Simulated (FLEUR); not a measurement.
Crystal: MnO2.

```
Mn O
1.0
     2.85658    0.00000    0.00000
    -1.42829    2.47387    0.00000
     0.00000    0.00000    4.60137
Mn O
1 2
Direct
  0.00000 0.00000 0.50000
  0.33333 0.66667 0.70629
  0.66667 0.33333 0.29371
```

Measurements of this composition are mostly on another form, of space group No. 136.

Base run:

- Program: FLEUR MaX-R8.1 (later development tree)
- Functional: PBEsol
- Potentials or basis: all-electron
- Basis: FLAPW
- Kmax: 5.24 1/bohr
- k mesh: 9 × 9 × 5
- Occupations: fermi-dirac, width 0.05 eV
- Spin: collinear spin, ferromagnetic start
- Starting moments: [4.0, 0.0, 0.0] μB
- Hubbard terms: Mn d U = 2 eV

Its results: band gap on the k mesh 1.75 eV, indirect (least direct gap 1.88 eV); net moment 3.00 μB per cell; site moments Mn +2.79; O -0.00 μB.

Question: The run is repeated on the same cell with these changes: hubbard terms from Mn d U = 2 eV to Mn d U = 5 eV. What comes out?

Answer: Band gap on the k mesh 2.11 eV, indirect (least direct gap 2.28 eV); net moment 3.00 μB per cell; site moments Mn +2.98; O -0.07 μB.

Caveats: an odd mesh through Γ misses points on the zone boundary, where band edges often lie; a cell with one magnetic atom can't hold antiferromagnetic order, which such compounds often take.
